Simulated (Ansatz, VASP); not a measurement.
This is a calculation of HgTe (Coloradoite) for VASP 6.6.1.

The input INCAR:

```
SYSTEM = HgTe
  ALGO = Normal
  EDIFF = 1E-6
  EDIFFG = -0.01
  ENCUT = 600
  GGA = RP
  IBRION = 2
  ISIF = 3
  ISMEAR = -1
  LASPH = .True.
  LCHARG = .False.
  LREAL = .False.
  LWAVE = .False.
  NELM = 60
  NSW = 60
  PREC = Accurate
  SIGMA = 0.05
```

Contents of KPOINTS:

```
k-points
0
Gamma
  7 7 7
  0 0 0
```

Contents of POSCAR:

```
HgTe
1.0
    0.0000000000      3.2145000000      3.2145000000
    3.2145000000      0.0000000000      3.2145000000
    3.2145000000      3.2145000000      0.0000000000
Hg Te
1 1
Direct
    0.0000000000      0.0000000000      0.0000000000
    0.7500000000      0.7500000000      0.7500000000
```

Potentials or basis: VASP PAW PBE potentials, release 64 (Hg, Te).

Launch:

```sh
$ cat potpaw_PBE.64/Hg/POTCAR potpaw_PBE.64/Te/POTCAR > POTCAR
$ mpirun -np 1 vasp_std > vasp.out
```

Set up the same calculation for Ansatz 0.2.0. Potentials there: Ansatz PAW.

As run (the cutoff follows the program's own potentials):

Contents of input.yaml:

```yaml
crystal:
  lattice:
    - [0.0, 3.2145, 3.2145]
    - [3.2145, 0.0, 3.2145]
    - [3.2145, 3.2145, 0.0]
  atoms:
    - { symbol: Hg, position: [0.0, 0.0, 0.0] }
    - { symbol: Te, position: [0.75, 0.75, 0.75] }
hamiltonian:
  xc: rpbe
  pseudopotentials: { kind: paw }
kpoints:
  mp_grid: { grid: [7, 7, 7] }
scf:
  occupations: { method: fermi_dirac, width: 0.05 }
output:
  forces: true
  stress: true
relax:
  f_tol: 0.01
  max_steps: 40
  cell: { stress_tol: 0.05 }
```

Potentials or basis: Ansatz PAW.

The run is started by

```console
$ ansatz run input.yaml --threads 2 --pin off --max-ram 5632MiB --backend cpu --events-out ev --progress --plain --runs-dir out
```

Both were run:

|  | VASP | Ansatz | Ansatz less VASP |
| --- | --- | --- | --- |
| relaxed volume (Å³/atom) | 38.56 | 38.59 | +0.026 |
| relaxed cell length with the largest relative difference (Å) | 4.778 | 4.779 | +0.0011 |
| energy change over the relaxation (meV/atom) | -92 | -90 | +1.7 |

The two sets of potentials don't hold the same shells in valence.

Caveats: the volume moved by over 15 % at a fixed basis, so the end points are rough; the volume moved by +16 % from the deposited cell, more than functionals usually miss; the PAW data sets were made with another functional, which shifts forces and pressure a little (VASP); the plane-wave basis is chosen anew once the cell has moved, so the energies of steps on either side of that aren't comparable (Ansatz); the PAW data sets come from PBE, with cores solved anew for the run's functional, which leaves a small shift of forces and pressure (Ansatz). Zero-point motion and thermal expansion aren't in these numbers. Spin-orbit coupling is left out, which matters for the levels of Hg, Te.
